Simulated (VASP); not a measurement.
A run of VASP 6.6.1 is set up as follows.

File INCAR:

```
PREC = Accurate ; ENCUT = 600
EDIFF = 1E-6 ; ISMEAR = 0
SIGMA = 0.1 ; LREAL = False
LASPH = True ; NELM = 100
ALGO = Fast ; ISIF = 3
LWAVE = False ; LCHARG = False
GGA = PE ; IBRION = 2
NSW = 90 ; EDIFFG = -0.04
```

File KPOINTS:

```
Automatic mesh
0
Gamma
  3 3 4
```

Contents of POSCAR:

```
HgTe
1.0
    6.0746834700      0.0000000000      0.0000000000
   -3.0373417300      5.2608302000      0.0000000000
    0.0000000000      0.0000000000      5.0277361000
Hg Te
3 3
Direct
    0.0000000000      0.0000000000      0.0000000000
    0.3333333300      0.6666666700      0.5000000000
    0.6666666700      0.3333333300      0.5000000000
    0.5000000000      0.0000000000      0.0000000000
    0.5000000000      0.5000000000      0.0000000000
    0.0000000000      0.5000000000      0.0000000000
```

Potentials or basis: VASP PAW PBE potentials, release 64 (Hg, Te).

Command:

```bash
$ cat potpaw_PBE.64/Hg/POTCAR potpaw_PBE.64/Te/POTCAR > POTCAR
$ mpirun -np 1 vasp_std > vasp.out
```

Task: Predict the band gap on the k mesh.

Result: None (metal or under the smearing width).

Task: Predict the relaxed volume.

Result: 34.37 Å³/atom.

Final structure:
```xyz
6
Lattice="7.3882 0.0000 0.0000 -3.6941 6.3984 0.0000 0.0000 0.0000 4.3627" Properties=species:S:1:pos:R:3 pbc="T T T"
Hg    0.0000    0.0000    0.0000
Hg    0.0000    4.2656    2.1813
Hg    3.6941    2.1328    2.1813
Te    3.6941    0.0000    0.0000
Te    1.8471    3.1992    0.0000
Te   -1.8471    3.1992    0.0000
```

Caveat: the k mesh is coarse (spacing up to 0.40 Å⁻¹), so the values aren't converged; the volume moved by over 15 % at a fixed basis, so the end points are rough. Spin-orbit coupling is left out, which matters for the levels of Hg, Te.
